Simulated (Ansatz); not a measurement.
Q: ZrO₂ in space group P4_2/nmc (No. 137; Zr on 2a, O on 4d) is relaxed with LDA (plane waves, PAW; program Ansatz). What lattice parameters of the conventional cell result?

A: a = 3.558 Å, c = 5.111 Å.

Q: Give the free coordinates with the occupied sites.

A: In one choice of origin and axes:

```
atom  site  symmetry       x       y       z
----  ----  --------  ------  ------  ------
Zr      2a      -4m2  0.0000  0.0000  0.0000
O       4d      2mm.  0.0000  0.5000  0.2071
```

Q: Is it a metal or does it have a gap at this level?

A: A gap of 3.98 eV, indirect.

This is a known high-temperature phase of the composition, computed here at zero pressure and temperature. Symmetry was held in the LDA relaxation; whether a distortion lowers the energy is not shown. No spin polarisation was allowed. Spin–orbit coupling is left out wherever it is not named.

Potentials: the later of the program's two PAW sets.
